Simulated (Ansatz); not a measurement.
# SiNi: strong compression

The task here is to estimate one member of a computed series from the others.

Computed with Ansatz 0.2.0 (DFT PBE, with the methods named in each step, unless a step's input says otherwise).

1 further run of the same task is left out (for a known fault of the program).

**Starting point**

The structure is cubic, space group Fm-3m (No. 225). The conventional cell has a = 4.605 Å, b = 4.605 Å, c = 4.605 Å, α = 90.00°, β = 90.00°, γ = 90.00°. Ni (site symmetry m-3m) has 6 Si at 2.30 Å as nearest neighbours. Around Si (site symmetry m-3m) lie 6 Ni at 2.30 Å.

Coordinates:

```xyz
2
Lattice="0.0000 2.3025 2.3025 2.3025 0.0000 2.3025 2.3025 2.3025 0.0000" Properties=species:S:1:pos:R:3 pbc="T T T"
Ni    0.0000    0.0000    0.0000
Si    2.3025    2.3025    2.3025
```

Whether this phase is the stable one at these pressures isn't tested.

Atoms are numbered in the order of the input: Ni1, Si2.

The first run:

File input.yaml:

```yaml
crystal:
  lattice:
    - [0.0, 2.3024851496, 2.3024851496]
    - [2.3024851496, 0.0, 2.3024851496]
    - [2.3024851496, 2.3024851496, 0.0]
  atoms:
    - { symbol: Ni, position: [0.0, 0.0, 0.0] }
    - { symbol: Si, position: [0.5, 0.5, 0.5] }
kpoints:
  mp_grid: { grid: [14, 14, 14] }
scf:
  occupations: { method: fermi_dirac, width: 0.08 }
hamiltonian:
  xc: pbe
  pseudopotentials: { kind: paw }
output:
  forces: true
  stress: true
relax:
  f_tol: 0.005
  max_steps: 40
  cell: {}
```

The run is started by

```sh
$ ansatz run input.yaml --threads 1 --pin off --max-ram 2048MiB --backend cpu --events-out ev --progress --plain --runs-dir out
```

Steps of the session up to this table: Cell relaxed at zero pressure, PAW; Volume scaled by 1, PAW; Volume scaled by 0.94, PAW; Volume scaled by 0.88, PAW; Volume scaled by 0.8, PAW; Volume scaled by 0.72, PAW; Volume scaled by 0.64, PAW; Volume scaled by 0.55, PAW; Volume scaled by 0.55, PAW (source ansatz).

One table of the session follows, with a row left open; its other results are not shown here.

| method | volume over the first | volume (Å³/atom) | pressure (GPa) |
| --- | --- | --- | --- |
| PAW | 1 | 13.320 | 0.04 |
| PAW | 0.94 | 12.521 | 10.04 |
| PAW | 0.88 | 11.721 | 24.00 |
| PAW | 0.8 | 10.656 | 51.70 |
| PAW | 0.72 | ? | ? |
| PAW | 0.64 | 8.525 | 167.67 |
| PAW | 0.55 | 7.326 | 309.74 |
| PAW (source ansatz) | 0.55 | 7.326 | 309.78 |

Q: Estimate the row for PAW, 0.72 from the others.

As computed: volume (Å³/atom): 9.590; pressure (GPa): 95.78. In the column «volume (Å³/atom)» it lies between PAW, 0.64 (8.525) and PAW, 0.8 (10.656).

To keep in mind: Spin polarisation is left out here, though a magnetic state may lie well lower.
